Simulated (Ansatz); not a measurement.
BaSnO3:
```cif
data_BaO3Sn
_chemical_formula_sum 'Sn1 Ba1 O3'
_space_group_name_H-M_alt 'Pm-3m'
_space_group_IT_number 221
_space_group_name_Hall '-P 4 2 3'
_cell_length_a 4.17601
_cell_length_b 4.17601
_cell_length_c 4.17601
_cell_angle_alpha 90.000
_cell_angle_beta 90.000
_cell_angle_gamma 90.000
loop_
_atom_site_label
_atom_site_type_symbol
_atom_site_symmetry_multiplicity
_atom_site_Wyckoff_symbol
_atom_site_fract_x
_atom_site_fract_y
_atom_site_fract_z
_atom_site_occupancy
Sn1 Sn 1 a 0.00000 0.00000 0.00000 1
Ba1 Ba 1 b 0.50000 0.50000 0.50000 1
O1 O 3 d 0.00000 0.00000 0.50000 1
```

Relaxed with PBE.

Question: Tabulate the valence density and the electron localisation function along the shortest Ba–O contact (2.95 Å), the program Ansatz at the PBE level (PAW).

Answer: 

```csv
distance from Ba (Å),density (e/Å³),ELF
0.30,0.60,0.02
0.44,1.05,0.31
0.59,1.37,0.70
0.74,1.37,0.85
0.89,1.07,0.88
1.03,0.69,0.84
1.18,0.40,0.65
1.33,0.23,0.30
1.48,0.15,0.10
1.62,0.14,0.08
1.77,0.18,0.22
1.92,0.29,0.52
2.07,0.52,0.74
2.21,1.00,0.83
2.36,2.04,0.84
2.51,3.93,0.79
2.66,6.03,0.62
```

The density is the valence pseudo-density with augmentation charge, so density and ELF within about 1 Å of a nucleus are not all-electron values.

Symmetry was held in the PBE relaxation. At this level the phase is dynamically unstable (imaginary phonons). Scalar-relativistic: spin–orbit coupling is off unless named, which matters more the heavier the elements.

Potentials: the later of the program's two PAW sets.
